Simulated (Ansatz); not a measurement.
Input for Ansatz (plane-wave DFT, PAW):

```yaml
crystal:
  lattice:
    - [0.1256860153, 3.4239094644, 3.3373063689]
    - [3.3956236456, 0.0841785967, 3.3788137876]
    - [3.3992442304, 3.4690374678, 0.0805580119]
  atoms:
    - { symbol: Ba, position: [0.0, 0.0, 0.0] }
basis:
  ecutwfc: 420
kpoints:
  mp_grid: { grid: [10, 10, 10] }
hamiltonian:
  xc: pbe
scf:
  occupations: { method: gaussian, width: 0.1 }
output:
  forces: true
  stress: true
  eigenvalues: true
```

Command:
```bash
ansatz run input.yaml --threads 1 --pin off --max-ram 1331MiB --backend cpu --events-out ev --progress --plain --runs-dir out
```

Level of theory: DFT PBE, scalar-relativistic, plane waves, PAW in Ansatz 0.2.0.

Abridged output (final results; tables in files aren't shown):

```
SCF 1 converged in 6 iterations: F = -5949.481649 eV  dr2 = 4.47e-9
SCF converged after 6 iterations
Free energy (F): -5949.481649 eV
Harris-Foulkes:  -5949.481649 eV  (|F-HF|=2.06e-9)
Internal energy: -5949.473564 eV  (E = F + TS)
E sigma→0 (E₀):  -5949.477606 eV
Entropy (-TS):   -0.008085 eV (-8.085 meV/atom)
Fermi energy:    4.668156 eV
--- Per-component energies (eV) ---
  E_band       = -99.742530
  E_kinetic    = 165.141234
  E_local      = -421.726304  (includes V_loc(G=0)·N_el)
  E_nonlocal   = 56.880266
  E_hartree    = 134.138848
  E_xc         = -165.819083
  E_vxc        = -132.616629  (∫ρ·V_xc dr)
  E_paw        = -5225.738457  (= ΣΔE_a)
  E_vpaw       = -35.697705  (= ΣTr[D̂ρ^β])
  E_aug_tail   = -0.000002  (compensation charges beyond the density's cutoff)
  E_ewald      = -492.350067
  E_smearing   = -0.008085  (= −TS)
--- Forces (eV/Å), atoms counted from 1 ---
  atom   1  Ba     0.00000000     0.00000000     0.00000000
--- Stress (GPa, compression-positive) ---
       -0.997527      -0.275454      -0.306054
       -0.275454      -1.081968      -0.095400
       -0.306054      -0.095400      -1.027091
  P = ⅓ Tr σ = -1.0355 GPa (-10.355 kbar)
--- Band table (eV; the first three rows and the last of 504) ---
  k-point 0: bands = ["-24.5823", "-9.6179", "-9.6040", "-9.5971", "1.9743", "6.0200", "6.2366", "6.4076", "7.4157"]
  k-point 1: bands = ["-24.5805", "-9.6301", "-9.6177", "-9.6039", "2.1198", "5.9914", "6.1945", "6.4220", "7.3333"]
  k-point 2: bands = ["-24.5759", "-9.6958", "-9.6248", "-9.6152", "2.5245", "5.6820", "6.2395", "6.5186", "7.2912"]
  k-point 503: bands = ["-24.5679", "-9.8421", "-9.6324", "-9.6221", "3.6719", "5.1354", "6.0625", "6.2917", "8.3373"]
```

Self-consistency was reached.